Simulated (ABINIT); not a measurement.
SiNi3:

```
CELL_PARAMETERS angstrom
3.54200 0.00000 0.00000
0.00000 3.54200 0.00000
0.00000 0.00000 3.54200
ATOMIC_POSITIONS crystal
Ni 0.50000 0.50000 0.00000
Ni 0.50000 0.00000 0.50000
Ni 0.00000 0.50000 0.50000
Si 0.00000 0.00000 0.00000
```

Base run:

```yaml
Program: ABINIT 10.8.3 (patched build)
Functional: PBE
Potentials_or_basis: JTH PAW PBE v2.0
Cutoff: 1116 eV
k_mesh: 5 × 5 × 5
Occupations: fermi-dirac, width 0.2 eV
Spin: collinear spin, ferromagnetic start
Starting_moments: "[1.0, 1.0, 1.0, 0.0] μB"
```

Its results: band gap on the k mesh none (metal or under the smearing width); pressure -4.6 GPa; net moment 0.00 μB per cell.

Q: The run is repeated on the same cell with these changes: occupations from fermi-dirac, width 0.2 eV to cold (ABINIT), width 0.2 eV. What comes out?

A: Band gap on the k mesh none (metal or under the smearing width); pressure -5.6 GPa; net moment 0.00 μB per cell.

Caveats: small starting moments can end in a higher magnetic state in this program.
